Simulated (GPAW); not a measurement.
A run of GPAW 26.7.0:

File run.py:

```python
from ase.dft.bandgap import bandgap
from ase.io import read, write
from ase.units import GPa
from gpaw import GPAW, PW, setup_paths

setup_paths.insert(0, '.')

atoms = read('GaSb.xyz')

calc = GPAW(mode=PW(600),
            xc='PBEsol',
            kpts={'size': (8, 8, 8), 'gamma': True},
            occupations={'name': 'fermi-dirac', 'width': 0.05},
            nbands=18,
            convergence={'density': 1e-05, 'energy': 1e-05},
            maxiter=150,
            txt='gpaw.txt')
atoms.calc = calc
energy = atoms.get_potential_energy()
forces = atoms.get_forces()
stress = atoms.get_stress()
calc.write('gs.gpw')
write('result.traj', atoms)
print(f'Energy: {energy:.6f} eV')
print('Forces (eV/A):')
print(forces.round(4))
print('Stress (GPa):', (stress / GPa).round(3))
print('Fermi level:', round(calc.get_fermi_level(), 4), 'eV')
print(f'Gap: {bandgap(calc)[0]:.4f} eV, direct: {bandgap(calc, direct=True)[0]:.4f} eV')

path = atoms.cell.bandpath('GXWKGLUWLK,UX', npoints=80, eps=1e-4)
bs_calc = calc.fixed_density(kpts=path, symmetry='off', nbands=30,
                             convergence={'bands': 'CBM+6.0', 'eigenstates': 1e-6}, txt='bands.txt')
bs = bs_calc.band_structure()
bs.write('bs.json')
print(f'Gap on the path: {bandgap(bs_calc)[0]:.4f} eV')
```

Contents of GaSb.xyz:

```xyz
2
Lattice="0.0000000000 3.0590000000 3.0590000000 3.0590000000 0.0000000000 3.0590000000 3.0590000000 3.0590000000 0.0000000000" Properties=species:S:1:pos:R:3 pbc="T T T"
Sb     4.5885000000      4.5885000000      4.5885000000
Ga     0.0000000000      0.0000000000      0.0000000000
```

Potentials or basis: PAW data sets generated in the run's folder for this functional, pw.

The run is started by

```console
$ gpaw-setup -f PBEsol Ga Sb
$ OMP_NUM_THREADS=1 python run.py
```

Hardware: 1 thread of Arm Neoverse V1, with other jobs on the host.

Q: How long does it take, and how much memory?

A: It took 56 s on 1 thread of Arm Neoverse V1 (shared host), peak memory 0.29 GiB. Counts: scf iterations 14, plane waves 1926, bands 18, k points 29.
